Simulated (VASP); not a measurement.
Write the native input for VASP 6.6.1 that does the following.

```
Task                               : band structure
Functional                         : PBE0
Potentials or basis                : VASP PAW PBE potentials, release 64 (Ga_d, P)
Cutoff                             : 520 eV
k mesh                             : 6 × 6 × 6
Occupations                        : gaussian, width 0.02 eV
Spin                               : no spin polarisation
Grid for exact exchange (PRECFOCK) : Fast
Exchange at q = 0                  : truncated
Further INCAR settings             : ALGO = Normal; EDIFF = 1e-07; NBANDS = 16
```

The system is GaP.

```
CELL_PARAMETERS angstrom
0.00000 2.75264 2.75264
2.75264 0.00000 2.75264
2.75264 2.75264 0.00000
ATOMIC_POSITIONS crystal
Ga 0.00000 0.00000 0.00000
P 0.25000 0.25000 0.25000
```

The cell was built by a generator and needn't be a form met in nature.

One way to write it, as run:

POSCAR

```
GaP                                     
1.0
   -0.0000000000      2.7526352706      2.7526352706
    2.7526352706     -0.0000000000      2.7526352706
    2.7526352706      2.7526352706     -0.0000000000
  Ga              P             
     1     1
Direct
     0.0000000000000000    0.0000000000000000    0.0000000000000000
     0.2500000000000000    0.2500000000000000    0.2500000000000000
```

INCAR.step1

```
SYSTEM = GaP
  PREC = Accurate
  ENCUT = 520
  EDIFF = 1E-5
  ISMEAR = 0
  SIGMA = 0.02
  LREAL = .False.
  LASPH = .True.
  NELM = 100
  ALGO = Normal
  ISIF = 2
  LWAVE = .True.
  LCHARG = .False.
  NBANDS = 16
  GGA = PE
  KPAR = 4
```

INCAR.step2

```
SYSTEM = GaP
  PREC = Accurate
  ENCUT = 520
  EDIFF = 1E-7
  ISMEAR = 0
  SIGMA = 0.02
  LREAL = .False.
  LASPH = .True.
  NELM = 100
  ALGO = Normal
  ISIF = 2
  LWAVE = .False.
  LCHARG = .False.
  GGA = PE
  LHFCALC = .True.
  AEXX = 0.25
  PRECFOCK = Fast
  NBANDS = 16
  ISTART = 1
  HFRCUT = -1
  KPAR = 4
```

KPOINTS

```
Automatic mesh
0
Gamma
  6 6 6
  0 0 0
```

KPOINTS_OPT

```
path GXWKGLUWLK,UX
12
line-mode
reciprocal
 0.0000000000  0.0000000000  0.0000000000  G
 0.5000000000  0.0000000000  0.5000000000  X

 0.5000000000  0.0000000000  0.5000000000  X
 0.5000000000  0.2500000000  0.7500000000  W

 0.5000000000  0.2500000000  0.7500000000  W
 0.3750000000  0.3750000000  0.7500000000  K

 0.3750000000  0.3750000000  0.7500000000  K
 0.0000000000  0.0000000000  0.0000000000  G

 0.0000000000  0.0000000000  0.0000000000  G
 0.5000000000  0.5000000000  0.5000000000  L

 0.5000000000  0.5000000000  0.5000000000  L
 0.6250000000  0.2500000000  0.6250000000  U

 0.6250000000  0.2500000000  0.6250000000  U
 0.5000000000  0.2500000000  0.7500000000  W

 0.5000000000  0.2500000000  0.7500000000  W
 0.5000000000  0.5000000000  0.5000000000  L

 0.5000000000  0.5000000000  0.5000000000  L
 0.3750000000  0.3750000000  0.7500000000  K

 0.6250000000  0.2500000000  0.6250000000  U
 0.5000000000  0.0000000000  0.5000000000  X
```

Potentials or basis: VASP PAW PBE potentials, release 64 (Ga_d, P).

Command:

```console
$ cat potpaw_PBE.64/Ga_d/POTCAR potpaw_PBE.64/P/POTCAR > POTCAR
$ cp INCAR.step1 INCAR
$ mpirun -np 4 vasp_std > vasp.out
$ cp INCAR.step2 INCAR
$ mpirun -np 4 vasp_std > vasp.out
```

Results of the run:

```json
{
 "Pressure": "-2.2 GPa",
 "Band gap on the k mesh": "3.02 eV, indirect (least direct gap 3.17 eV)",
 "Band gap along the path": "2.99 eV, indirect (least direct gap 3.17 eV)"
}
```

Caveat: the PAW data sets were made with another functional, which shifts forces and pressure a little.

Run time: 19 min on 4 MPI ranks on Intel(R) Xeon(R) 6975P-C (Granite Rapids) (shared host), peak memory 0.26 GiB a rank.
